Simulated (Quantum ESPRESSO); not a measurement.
Input of a Quantum ESPRESSO 7.5 run:

File pw.in:

```
&CONTROL
  calculation = 'scf'
  prefix = 'pwscf'
  outdir = './tmp'
  pseudo_dir = './pseudo'
  tprnfor = .true.
  tstress = .true.
  disk_io = 'low'
/
&SYSTEM
  ibrav = 0
  celldm(1) = 8
  nat = 2
  ntyp = 1
  ecutwfc = 55
  ecutrho = 440
  nbnd = 22
  occupations = 'smearing'
  smearing = 'fd'
  degauss = 0.00367493
/
&ELECTRONS
  conv_thr = 4d-10
  electron_maxstep = 120
  mixing_beta = 0.5
/
ATOMIC_SPECIES
Sb   121.7600 sb_pbe_v1.4.uspp.F.UPF
CELL_PARAMETERS alat
  0.7923934434166   0.0000000000000   0.0000000000000
 -0.3961967217083   0.6862328517848   0.0000000000000
  0.0000000000000   0.0000000000000   1.2921381857756
ATOMIC_POSITIONS crystal
Sb     0.6666666667    0.3333333333    0.7500000000
Sb     0.3333333333    0.6666666667    0.2500000000
K_POINTS automatic
9 9 5 0 0 0
```

pp_density.in

```
&INPUTPP
  prefix = 'pwscf'
  outdir = './tmp'
  filplot = 'density.dat'
  plot_num = 0
/
&PLOT
  nfile = 1
  filepp(1) = 'density.dat'
  iflag = 3
  output_format = 6
  fileout = 'density.cube'
/
```

The input pp_potential.in:

```
&INPUTPP
  prefix = 'pwscf'
  outdir = './tmp'
  filplot = 'potential.dat'
  plot_num = 11
/
&PLOT
  nfile = 1
  filepp(1) = 'potential.dat'
  iflag = 3
  output_format = 6
  fileout = 'potential.cube'
/
```

Potentials or basis: SSSP 1.3 efficiency PBE.

Run with:

```bash
$ OMP_NUM_THREADS=1 mpirun -n 2 pw.x -nk 2 -in pw.in > pw.out
$ OMP_NUM_THREADS=1 mpirun -n 1 pp.x -in pp_density.in > pp_density.out
$ OMP_NUM_THREADS=1 mpirun -n 1 pp.x -in pp_potential.in > pp_potential.out
```

(1) Estimate the band gap on the k mesh.

(2) Estimate the pressure.

Answers

(1) none (metal or under the smearing width).

(2) 1.6 GPa.
